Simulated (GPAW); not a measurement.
Write an ASE script for GPAW 26.7.0 that does the following.

```
Task                : relaxation of cell and atoms
Functional          : PBEsol
Dispersion          : D3(BJ)+ATM
Potentials or basis : PAW data sets generated in the run's folder for this functional
Cutoff              : 800 eV
Basis               : pw
k mesh              : 9 × 9 × 9
Occupations         : fermi-dirac, width 0.05 eV
Spin                : collinear spin, ferromagnetic start
Starting moments    : [2.0, 0.0] μB
Maxiter             : 150
Optimizer           : BFGS
Fmax                : 0.02 eV/Å
Max steps           : 60
Convergence         : density=1e-05 forces=0.0001
```

CoO:

```
Co O
1.0
     0.00000    2.13150    2.13150
     2.13150    0.00000    2.13150
     2.13150    2.13150    0.00000
Co O
1 1
Direct
  0.00000 0.00000 0.00000
  0.50000 0.50000 0.50000
```

One way to write it, as run:

run.py

```python
from ase import Atoms
from ase.calculators.mixing import SumCalculator
from ase.filters import FrechetCellFilter
from ase.io import write
from ase.optimize import BFGS
from dftd3.ase import DFTD3
from gpaw import GPAW, PW, setup_paths

setup_paths.insert(0, '.')

atoms = Atoms(['Co', 'O'],
              cell=[[0.0, 2.1315, 2.1315],
                    [2.1315, 0.0, 2.1315],
                    [2.1315, 2.1315, 0.0]],
              scaled_positions=[[0.0, 0.0, 0.0],
                                [0.5, 0.5, 0.5]],
              pbc=True)
atoms.set_initial_magnetic_moments([2.0, 0.0])

calc = GPAW(mode=PW(800),
            xc='PBEsol',
            kpts={'size': (9, 9, 9), 'gamma': True},
            occupations={'name': 'fermi-dirac', 'width': 0.05},
            nbands=17,
            convergence={'density': 1e-05, 'forces': 0.0001},
            maxiter=150,
            txt='gpaw.txt')
atoms.calc = SumCalculator([calc, DFTD3(damping='d3bj', params_tweaks=dict(method='pbesol', atm=True))])
opt = BFGS(FrechetCellFilter(atoms), trajectory='relax.traj', logfile='-')
done = opt.run(fmax=0.02, steps=60)
calc.write('gs.gpw')
write('result.traj', atoms)
print('Converged:', done)
print('Cell:', atoms.cell.cellpar().round(4))
print('Volume:', round(atoms.get_volume(), 4))
print(atoms.get_scaled_positions().round(5))
```

Potentials or basis: PAW data sets generated in the run's folder for this functional, pw.

The run is started by

```sh
$ gpaw-setup -f PBEsol Co O
$ OMP_NUM_THREADS=1 python run.py
```

It gave:

| Property | Result |
| --- | --- |
| Relaxed volume | 9.61 Å³/atom |
| Relaxed cell | a = 3.007 Å, b = 3.007 Å, c = 3.007 Å, α = 60.00°, β = 60.00°, γ = 60.00° |
| Space group after relaxing (to 0.05 Å) | Fm-3m (No. 225) |
| Energy gained by relaxing | 4.4 meV/atom |
| Ionic steps | 6 |
| Pressure after relaxing | -0.1 GPa |
| Band gap on the k mesh | none (metal or under the smearing width) |
| Net moment | 2.93 μB per cell |
| Site moments | Co +2.52; O +0.24 μB |
| Dispersion energy per atom | -0.196 eV |

Caveat: each step starts from the last one's moments, so a moment once lost doesn't come back; later steps reuse the first step's grids; a cell with one magnetic atom can't hold antiferromagnetic order, which such compounds often take; semilocal functionals often make such compounds metallic where correlation or magnetic order opens a gap, which also shifts bond lengths; pairwise dispersion overbinds metals, which lowers pressure and volume.

Run time: 2.1 min on 1 thread of Arm Neoverse V1, with other jobs on the host, peak memory 0.24 GiB.
